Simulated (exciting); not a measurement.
# Au (Fm-3m) in exciting: a series of runs

The runs below take Au through single point, with PBE.

Program: exciting (release sodium). These are calculated values, not measurements. Logs are shortened: lines on timing, memory, paths and dates and some standing lists are left out, and cuts for length are marked.

## (1) The structure

It takes space group Fm-3m (No. 225, cubic). The conventional cell has a = 4.070 Å, b = 4.070 Å, c = 4.070 Å, α = 90.00°, β = 90.00°, γ = 90.00°. Around Au (site symmetry m-3m) lie 12 Au at 2.88 Å.

## (2) Single point, PBE

The input, input.xml:

```xml
<input>
  <title>Au</title>
  <structure speciespath="./" tshift="false">
    <crystal scale="1">
      <basevect>0.000000000000 3.845592663613 3.845592663613</basevect>
      <basevect>3.845592663613 0.000000000000 3.845592663613</basevect>
      <basevect>3.845592663613 3.845592663613 0.000000000000</basevect>
    </crystal>
    <species speciesfile="Au.xml" rmt="2.3">
      <atom coord="0.000000000000 0.000000000000 0.000000000000"/>
    </species>
  </structure>
  <groundstate do="fromscratch" ngridk="11 11 11" rgkmax="9" gmaxvr="14" lmaxapw="10" lmaxmat="10" lmaxvr="8" xctype="GGA_PBE" stype="Gaussian" swidth="0.00047774" nempty="12" ValenceRelativity="iora*" epsengy="1e-05" epspot="1e-05" maxscl="60" tforce="true" outputlevel="high"/>
</input>
```

Potentials or basis: all-electron LAPW+lo, shipped species files, valence relativity iora*.

Command:

```
OMP_NUM_THREADS=1 exciting_smp
```

INFO.OUT:

```text
================================================================================
EXCITING SODIUM started
[... 10 lines left out ...]

 Lattice vectors (cartesian) :
      0.0000000000      3.8455926636      3.8455926636
      3.8455926636      0.0000000000      3.8455926636
      3.8455926636      3.8455926636      0.0000000000

 Reciprocal lattice vectors (cartesian) :
     -0.8169332866      0.8169332866      0.8169332866
      0.8169332866     -0.8169332866      0.8169332866
      0.8169332866      0.8169332866     -0.8169332866

 Unit cell volume                           :     113.7417320758
 Brillouin zone volume                      :       2.1808197301

 Species :    1 (Au)
     parameters loaded from                 :    Au.xml
     name                                   :    gold
     nuclear charge                         :     -79.00000000
     electronic charge                      :      79.00000000
     atomic mass                            :  359048.05590000
     muffin-tin radius                      :       2.30000000
     # of radial points in muffin-tin       :     450

     atomic positions (lattice) :
       1 :   0.00000000  0.00000000  0.00000000

 Total number of atoms per unit cell        :       1

 Spin treatment                             :    spin-unpolarised

 Number of Bravais lattice symmetries       :      48
 Number of crystal symmetries               :      48

 k-point grid                               :      11   11   11
 Total number of k-points                   :      56
 k-point set is reduced with crystal symmetries

 R^MT_min * |G+k|_max (rgkmax)              :       9.00000000
 Species with R^MT_min                      :       1 (Au)
 Maximum |G+k| for APW functions            :       3.91304348
 Maximum |G| for potential and density      :      14.00000000
 Polynomial order for pseudochg. density    :       9

 G-vector grid sizes                        :      25    25    25
 Total number of G-vectors                  :    5209

 Maximum angular momentum used for
     APW functions                          :      10
     computing H and O matrix elements      :      10
     potential and density                  :       8
     inner part of muffin-tin               :       2

 Total nuclear charge                       :     -79.00000000
 Total electronic charge                    :      79.00000000
 Total core charge                          :      48.00000000
 Total valence charge                       :      31.00000000

 Effective Wigner radius, r_s               :       0.70048910

 Number of empty states                     :      12
 Total number of valence states             :      28

 Maximum Hamiltonian size                   :     151
 Maximum number of plane-waves              :     125
 Total number of local-orbitals             :      26

 Exchange-correlation type                  :      20
     Perdew-Burke-Ernzerhof, Phys. Rev. Lett. 77, 3865 (1996)
     Generalised gradient approximation (GGA)

 Smearing scheme                            :    Gaussian
 Smearing width                             :       0.00047774

 Using multisecant Broyden potential mixing
[... 6 lines left out ...]
* Groundstate module started                                                   *
********************************************************************************
 Output level for this task is set to high

++++++++++++++++++++++++++++++++++++++++++++++++++++++++++++++++++++++++++++++++
[... 5 lines left out ...]
+ SCF iteration number :    1                                                  +
++++++++++++++++++++++++++++++++++++++++++++++++++++++++++++++++++++++++++++++++
 Total energy                               :    -19031.90145159
 _______________________________________________________________
 Fermi energy                               :         0.45228879
 Kinetic energy                             :     21899.04353826
 Coulomb energy                             :    -40565.66448306
 Exchange energy                            :      -360.41002030
 Correlation energy                         :        -4.87048649
 Sum of eigenvalues                         :    -11701.51834788
 Effective potential energy                 :    -33600.56188614
 Coulomb potential energy                   :    -33122.50237653
 xc potential energy                        :      -478.05950960
 Hartree energy                             :      5926.58131542
 Electron-nuclear energy                    :    -44975.66500737
 Nuclear-nuclear energy                     :     -1516.58079111
 Madelung energy                            :    -24004.41329479
 Core-electron kinetic energy               :         0.00000000

 DOS at Fermi energy (states/Ha/cell)       :        34.45718676

 Electron charges :
     core                                   :        48.00000000
     core leakage                           :         0.00152491
     valence                                :        31.00000000
     interstitial                           :         2.35770886
     charge in muffin-tin spheres :
                  atom     1    Au          :        76.64229114
     total charge in muffin-tins            :        76.64229114
     total charge                           :        79.00000000
[... 599 lines left out ...]
 Kinetic energy                             :     21887.64742749
 Coulomb energy                             :    -40570.01630282
 Exchange energy                            :      -360.67429992
 Correlation energy                         :        -4.87137246
 Sum of eigenvalues                         :    -11707.67179862
 Effective potential energy                 :    -33595.31922611
 Coulomb potential energy                   :    -33116.90987819
 xc potential energy                        :      -478.40934792
 Hartree energy                             :      5936.52563352
 Electron-nuclear energy                    :    -44989.96114523
 Nuclear-nuclear energy                     :     -1516.58079111
 Madelung energy                            :    -24011.56136372
 Core-electron kinetic energy               :         0.00000000

 DOS at Fermi energy (states/Ha/cell)       :         5.35062898

 Electron charges :
     core                                   :        48.00000000
     core leakage                           :         0.00143889
     valence                                :        31.00000000
     interstitial                           :         2.20902524
     charge in muffin-tin spheres :
                  atom     1    Au          :        76.79097476
     total charge in muffin-tins            :        76.79097476
     total charge                           :        79.00000000

 RMS change in effective potential (target) :  0.112977E-09  ( 0.100000E-04)
 Absolute change in total energy   (target) :  0.436248E-06  ( 0.100000E-04)
 Charge distance                   (target) :  0.106454E-09  ( 0.100000E-04)
 Abs. change in max-nonIBS-force   (target) :   0.00000      ( 0.500000E-04)

++++++++++++++++++++++++++++++++++++++++++++++++++++++++++++++++++++++++++++++++
| Convergency criteria checked for the last 2 iterations                       +
| Convergence targets achieved. Performing final SCF iteration                 +
++++++++++++++++++++++++++++++++++++++++++++++++++++++++++++++++++++++++++++++++
 Total energy                               :    -19047.91454768
 _______________________________________________________________
 Fermi energy                               :         0.41890457
 Kinetic energy                             :     21887.64742750
 Coulomb energy                             :    -40570.01630280
 Exchange energy                            :      -360.67429992
 Correlation energy                         :        -4.87137246
 Sum of eigenvalues                         :    -11707.67179862
 Effective potential energy                 :    -33595.31922612
 Coulomb potential energy                   :    -33116.90987820
 xc potential energy                        :      -478.40934792
 Hartree energy                             :      5936.52563350
 Electron-nuclear energy                    :    -44989.96114519
 Nuclear-nuclear energy                     :     -1516.58079111
 Madelung energy                            :    -24011.56136370
 Core-electron kinetic energy               :         0.00000000

 DOS at Fermi energy (states/Ha/cell)       :         5.35062916

 Electron charges :
     core                                   :        48.00000000
     core leakage                           :         0.00143889
     valence                                :        31.00000000
     interstitial                           :         2.20902524
     charge in muffin-tin spheres :
                  atom     1    Au          :        76.79097476
     total charge in muffin-tins            :        76.79097476
     total charge                           :        79.00000000

++++++++++++++++++++++++++++++++++++++++++++++++++++++++++++++++++++++++++++++++
+ Self-consistent loop stopped                                                 +
++++++++++++++++++++++++++++++++++++++++++++++++++++++++++++++++++++++++++++++++
 STATE.OUT is written

--------------------------------------------------------------------------------
- Writing atomic positions and forces                                          -
--------------------------------------------------------------------------------

 Atomic positions (lattice) :
 atom     1  Au  :     0.00000000    0.00000000    0.00000000

 Total atomic forces including IBS (cartesian) :
 atom     1  Au  :     0.00000000    0.00000000    0.00000000

 Atomic force components including IBS (cartesian) :
 atom     1  Au  :     0.00000000    0.00000000    0.00000000   HF force
                 :     0.00000000    0.00000000    0.00000000   core correction
                 :     0.00000000    0.00000000    0.00000000   IBS correction

********************************************************************************
* Groundstate module stopped                                                   *
********************************************************************************

================================================================================
| EXCITING SODIUM stopped                                                      =
================================================================================
```

Run time: 33 s. Hardware: 1 thread of Arm Neoverse V2, shared host; peak memory 0.1 GiB.

What came out:

```yaml
Free_energy: -518320.1600 eV
Band_gap_on_the_k_mesh: none (metal or under the smearing width)
All_electrons_inside_the_program's_atomic_spheres: Au 76.79 (radii Au 2.3 bohr)
```

Levels at points of the mesh, in eV from the Fermi level:
```
           k point  band 13  band 14  band 15  band 16  band 17  band 18  band 19  band 20
(0.00, 0.00, 0.00)    -4.88    -4.88    -3.33    -3.33    14.35    18.40    18.40    18.40
```

Caveat: the basis of Au and Ba changes in steps between geometries, so energy differences can be off by several meV.

(Continued in part 2 of 2.)
